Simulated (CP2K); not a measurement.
Pb:

```
Pb
1.0
     3.50667    0.00000    0.00000
     1.75936    3.03338    0.00000
    -1.83309   -1.05591    6.09522
Pb
2
Direct
  0.90851 0.90851 0.72629
  0.09149 0.09149 0.27371
```

This isn't the form of Pb at room conditions, which is fcc.

- Program: CP2K 2026.2
- Task: single point
- Functional: PBEsol
- Potentials or basis: POTENTIAL_UZH Pb GTH-PBE-q4; TZVP-MOLOPT-PBE-GTH basis
- Density cutoff: 6123 eV
- k mesh: 9 × 9 × 5
- Occupations: fermi-dirac, width 0.05 eV
- Spin: no spin polarisation

On this cell: pressure 0.8 GPa; largest force 0.031 eV/Å; band gap on the k mesh none (metal or under the smearing width).

The same run follows on a disturbed copy (atoms moved at random, drawn with an rms of 0.05 Å):

```
CELL_PARAMETERS angstrom
3.50667 0.00000 0.00000
1.75936 3.03338 0.00000
-1.83309 -1.05591 6.09522
ATOMIC_POSITIONS crystal
Pb 0.89920 0.91261 0.72889
Pb 0.09341 0.08248 0.27147
```

Task: What does the disturbed cell give?

Result: The energy (extrapolated to zero smearing) moves by +0.9 meV/atom; pressure 0.6 GPa; largest force 0.090 eV/Å; band gap on the k mesh none (metal or under the smearing width).

Forces on the atoms (eV/Å):
```
Pb   0.033  0.005 -0.084
Pb  -0.033 -0.005  0.084
```

Stress tensor (GPa, compression positive):
```
 0.66 -0.09  0.12
-0.09  0.60 -0.10
 0.12 -0.10  0.65
```

Caveats: the potentials were made for another functional, which shifts forces and pressure; the basis of atomic orbitals isn't converged, which shifts pressures, moduli and gaps.
